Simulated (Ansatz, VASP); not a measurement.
## Two plane-wave programs on InSb

```
CELL_PARAMETERS angstrom
0.00000 3.27801 3.27801
3.27801 0.00000 3.27801
3.27801 3.27801 0.00000
ATOMIC_POSITIONS crystal
In 0.00000 0.00000 0.00000
Sb 0.75000 0.75000 0.75000
```

Alike in both runs: functional r2SCAN; k mesh 12 × 12 × 12; occupations fermi-dirac, width 0.1 eV; no spin polarisation.

Ansatz relaxed the structure, and its values are those at the end. VASP's run is a single point on that final structure, the one shown.

```csv
,VASP,Ansatz
version,VASP 6.6.1,Ansatz 0.2.0
potentials or method,"VASP PAW PBE potentials, release 64 (In_d, Sb)","PAW with Ansatz's default frozen-core files, scalar-relativistic"
plane-wave cutoff (eV),520,500
valence electrons in the cell,18,28
```

|  | VASP | Ansatz | Ansatz less VASP |
| --- | --- | --- | --- |
| pressure (GPa) | 0.0 | 0.0 | 0.00 |

The two sets of potentials don't hold the same shells in valence.

Caveats: the PAW data sets were made with another functional, which shifts forces and pressure a little (VASP). The runs have no spin-orbit coupling, so splittings on Sb are missing.
